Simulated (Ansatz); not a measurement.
AlFe3H: which magnetic state is lowest?

The calculation used DFT r2SCAN, scalar-relativistic, plane waves, PAW (Ansatz 0.2.0).

```
Al Fe H
1.0
     3.69955    0.00000    0.00000
     0.00000    3.69955    0.00000
     0.00000    0.00000    3.69955
Al Fe H
1 3 1
Direct
  0.50000 0.50000 0.50000
  0.50000 0.00000 0.00000
  0.00000 0.50000 0.00000
  0.00000 0.00000 0.50000
  0.00000 0.00000 0.00000
```

| Property | Result |
| --- | --- |
| plane-wave cutoff | 500 eV |
| Γ-centred k-mesh | 10×10×10 |
| occupation rule | Gaussian smearing, 0.1 eV |
| list of starting moments (μB, in atom order) | 0 4 4 4 0 |
| check for lower electronic states after the SCF | off |

All runs keep this geometry, which isn't relaxed for the lowest state (largest force there 0.000 eV/Å, pressure 0.9 GPa) and needn't be a stable compound; relaxing each order would shift the differences by some 88 meV/atom, going by the pressures and a bulk modulus of about 150 GPa. Signs run over the atoms with starting moments. r2SCAN tends to overstate moments in metals. Site moments are spin moments in atom-centred spheres that scale with the neighbour distance. The states are those that the runs reached from these starts; a lower one can exist.

Question: Order the starts by the energy of the state that they reach, lowest first.
A. ferrimagnetic in the cell, signs ++-
B. no spin
C. ferromagnetic

Answer: C (0.00 meV/atom), A (154 meV/atom), B (576 meV/atom).

```json
{"start": "no spin", "ends": "non-magnetic", "energy above lowest (meV/atom)": "576", "site moments (μB)": "none over 0.05", "gap on mesh (eV)": "metal", "P (GPa)": "-20.5"}
{"start": "ferromagnetic", "ends": "ferromagnetic", "energy above lowest (meV/atom)": "0.00", "site moments (μB)": "Al -0.15, Fe +2.38 (×3)", "gap on mesh (eV)": "metal", "P (GPa)": "0.9"}
{"start": "ferrimagnetic in the cell, signs ++-", "ends": "ferrimagnetic", "energy above lowest (meV/atom)": "154", "site moments (μB)": "Al -0.06, Fe +2.51 (×2), Fe -1.41", "gap on mesh (eV)": "metal", "P (GPa)": "1.4"}
```

Cost: 3 runs of about 2.4 core-minutes in all, on AMD EPYC 7B13 (Zen 3) (shared hosts).